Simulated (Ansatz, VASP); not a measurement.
LiF in VASP and in Ansatz

```
Li F
1.0
     0.00000    1.95445    1.95445
     1.95445    0.00000    1.95445
     1.95445    1.95445    0.00000
Li F
1 1
Direct
  0.00000 0.00000 0.00000
  0.50000 0.50000 0.50000
```

Alike in both runs: functional LDA; k mesh 10 × 10 × 10; occupations gaussian, width 0.02 eV; no spin polarisation.

Ansatz relaxed the structure, and its values are those at the end. VASP's run is a single point on that final structure, the one shown.

|  | VASP | Ansatz |
| --- | --- | --- |
| version | VASP 6.6.1 | Ansatz 0.2.0 |
| potentials or method | VASP PAW LDA potentials, release 64 (Li_sv, F) | scalar-relativistic, plane waves, PAW |
| plane-wave cutoff (eV) | 520 | 420 |
| valence electrons in the cell | 10 | 10 |

```tsv
	VASP	Ansatz	Ansatz less VASP
gap on the k mesh at the Fermi level (eV)	9.69	9.70	+0.008
least direct gap on the mesh (eV)	9.69	9.70	+0.008
```

 A hybrid or GW would open this gap; LDA tends to underestimate it. A k mesh can miss the band edges.
